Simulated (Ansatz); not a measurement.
**Cu: the order of phases at one pressure**

Aim: bring Cu in several structures (fcc, bcc, hcp, omega, simple hexagonal, beta tin) to one pressure and rank them by enthalpy. The pressure is set by scaling the first phase. The runs shown use LAPW. Companion runs by PAW are cited.

Method: DFT, PBE, all-electron LAPW, scalar-relativistic, in Ansatz 0.2.0.

## (1) The structure to begin with

Symmetry: Fm-3m, No. 225, cubic system. Conventional cell: a = 3.226 Å, b = 3.226 Å, c = 3.226 Å, α = 90.00°, β = 90.00°, γ = 90.00°. Around Cu (site symmetry m-3m) lie 12 Cu at 2.28 Å.

Structure file:

```
CELL_PARAMETERS angstrom
0.00000 1.61316 1.61316
1.61316 0.00000 1.61316
1.61316 1.61316 0.00000
ATOMIC_POSITIONS crystal
Cu 0.00000 0.00000 0.00000
```

## (2) Fcc relaxed under pressure, LAPW

The input, input.yaml:

```yaml
crystal:
  lattice:
    - [0.0, 1.6131620304, 1.6131620304]
    - [1.6131620304, 0.0, 1.6131620304]
    - [1.6131620304, 1.6131620304, 0.0]
  atoms:
    - { symbol: Cu, position: [0.0, 0.0, 0.0] }
kpoints:
  mp_grid: { grid: [20, 20, 20] }
scf:
  occupations: { method: fermi_dirac, width: 0.05 }
hamiltonian:
  xc: pbe
  pseudopotentials: { kind: all_electron, lapw: { basis_error: 0.0005 } }
output:
  forces: true
  stress: true
  eigenvalues: true
relax:
  f_tol: 0.005
  max_steps: 12
  cell: { p_target: 120.0, stress_tol: 0.06 }
```

The run is started by

```console
ansatz run input.yaml --threads 1 --pin off --max-ram 3584MiB --backend cpu --events-out ev --progress --plain --runs-dir out
```

Further steps of the session: Bcc relaxed under pressure, LAPW; Hcp relaxed under pressure, LAPW; Omega relaxed under pressure, LAPW; Simple hexagonal relaxed under pressure, LAPW; Beta tin relaxed under pressure, LAPW.

**Question.** What will these runs give? Wanted: pressure; lowest (for each run or level that gives them).

**Answer**, as computed:

| quantity | value |
| --- | --- |
| pressure | 120 GPa |
| lowest (LAPW) | fcc, 8.1 meV/atom under hcp |
| lowest (PAW) | fcc, 8.0 meV/atom under hcp |

**Reading.** By LAPW the order is fcc < hcp < bcc < omega < simple hexagonal < beta tin. By PAW the order is fcc < hcp < bcc < omega < simple hexagonal < beta tin. The methods agree on the lowest phase. Only these structures were tried, with electrons smeared by 0.05 eV and without vibrations, so the true ground state may be another. The k meshes differ between phases and weren't tested, which can move differences by some meV.
